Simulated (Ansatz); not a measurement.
**BaTe: band gap under strain**

Aim: follow the gap of BaTe built on the rocksalt prototype through these states: no strain; +1.5 % strain along [111] alone; +3.0 % equal strain in all directions. The table at the end shows which levels were run.

The runs shown are made with Ansatz 0.2.0. PAW datasets, plane waves. Spin-unpolarised throughout; all numbers are computed.

### 1 Starting point

The unstrained cell was relaxed with r2SCAN; in each strained cell the atoms were relaxed again with r2SCAN. Names of k-points are those of the unstrained zone, where strain can split equivalent points. First state: no strain.

Space group Fm-3m (No. 225), cubic; conventional cell a = 7.065 Å, 44.08 Å³ an atom. Around Ba lie 6 Te at 3.53 Å; around Te lie 6 Ba at 3.53 Å.

Structure file:

```
Ba Te
1.0
     0.00000    3.53239    3.53239
     3.53239    0.00000    3.53239
     3.53239    3.53239    0.00000
Ba Te
1 1
Direct
  0.00000 0.00000 0.00000
  0.50000 0.50000 0.50000
```

### 2 No strain: PBE

Input file input.yaml:

```yaml
crystal:
  lattice:
    - [0.0, 3.5323868426, 3.5323868426]
    - [3.5323868426, 0.0, 3.5323868426]
    - [3.5323868426, 3.5323868426, 0.0]
  atoms:
    - { symbol: Ba, position: [0.0, 0.0, 0.0] }
    - { symbol: Te, position: [0.5, 0.5, 0.5] }
kpoints:
  mp_grid: { grid: [6, 6, 6] }
  band_path:
    path:
      - [0.0, 0.0, 0.0]
      - [0.5, 0.0, 0.5]
      - [0.625, 0.25, 0.625]
      - [0.375, 0.375, 0.75]
      - [0.5, 0.5, 0.5]
      - [0.5, 0.25, 0.75]
      - [0.0, 0.5, 0.5]
    npoints: 1
hamiltonian:
  xc: pbe
scf:
  occupations: { method: fermi_dirac, width: 0.02 }
  n_extra_bands: 4
output:
  forces: true
  stress: true
  eigenvalues: true
```

Run with:

```console
$ ansatz run input.yaml --threads 4 --pin off --max-ram 4608MiB --backend cpu --events-out ev --progress --plain --runs-dir out
```

The runs that follow: No strain: r2SCAN; No strain: HSE06; No strain: G0W0@PBE; +1.5 % strain along [111] alone: PBE; +1.5 % strain along [111] alone: r2SCAN; +1.5 % strain along [111] alone: HSE06; +1.5 % strain along [111] alone: G0W0@PBE; +3.0 % equal strain in all directions: PBE; +3.0 % equal strain in all directions: r2SCAN; +3.0 % equal strain in all directions: HSE06; +3.0 % equal strain in all directions: G0W0@PBE.

Q: Predict the outcome of this session.

As calculated:

Least gap in eV (negative: overlap), with the change from the unstrained cell in brackets. G0W0 is on its own coarse mesh.

| state | volume change (%) | PBE | r2SCAN | HSE06 | G0W0 |
| --- | --- | --- | --- | --- | --- |
| no strain | +0.0 | 1.65 | 2.00 | 2.35 | 2.68 |
| +1.5 % strain along [111] alone | +1.5 | 1.67 (+0.02) | 2.01 (+0.01) | 2.36 (+0.01) | 2.70 (+0.02) |
| +3.0 % equal strain in all directions | +9.3 | 1.80 (+0.15) | 2.15 (+0.15) | 2.50 (+0.15) | 2.88 (+0.20) |

**Reading.** With HSE06, of the states in the table +3.0 % equal strain in all directions shifts the gap most, by +0.153 eV. PBE and HSE06 differ by 0.69 eV on the unstrained gap, and by at most 0.01 eV on its change: the two disagree on the size of the gap but agree on its response to strain. Spin-orbit coupling is left out of the table, though the cell holds Ba (Z = 56). G0W0 values are finite-basis, finite-mesh values.
